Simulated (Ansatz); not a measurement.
Crystal: HfO2.

```
Hf O
1.0
     5.55640    0.00000    0.00000
     0.00000    3.33360    0.00000
     0.00000    0.00000    6.50500
Hf O
4 8
Direct
  0.74868 0.75000 0.60787
  0.25132 0.25000 0.39213
  0.24868 0.75000 0.89213
  0.75132 0.25000 0.10787
  0.63950 0.25000 0.42340
  0.36050 0.75000 0.57660
  0.13950 0.25000 0.07660
  0.86050 0.75000 0.92340
  0.52079 0.25000 0.84145
  0.47921 0.75000 0.15855
  0.02079 0.25000 0.65855
  0.97921 0.75000 0.34145
```

Measurements of this composition are mostly on another form, of space group No. 14.

Base run:

| Property | Result |
| --- | --- |
| Program | Ansatz 0.2.0 |
| Functional | PBEsol |
| Potentials or basis | Ansatz PAW |
| Cutoff | 420 eV (not typed: the program's choice for these potentials) |
| k mesh | 5 × 8 × 4 |
| Occupations | fermi-dirac, width 0.05 eV |
| Spin | no spin polarisation |

Its results: band gap on the k mesh 3.35 eV, direct; pressure -5.8 GPa; largest force 0.021 eV/Å.

Problem. The run is repeated on the same cell with these changes: functional from PBEsol to PBE; k mesh from 5 × 8 × 4 to 2 × 4 × 2. What comes out?

Solution. Band gap on the k mesh 3.45 eV, direct; pressure 3.3 GPa; largest force 0.063 eV/Å.

Several settings changed at once, so the effect can't be laid on one alone.

Caveats: some runs use coarse meshes; spin-orbit coupling is left out, which moves the levels of the heavy elements; the PAW data sets come from PBE, with cores solved anew for the run's functional, which leaves a small shift of forces and pressure (some runs).
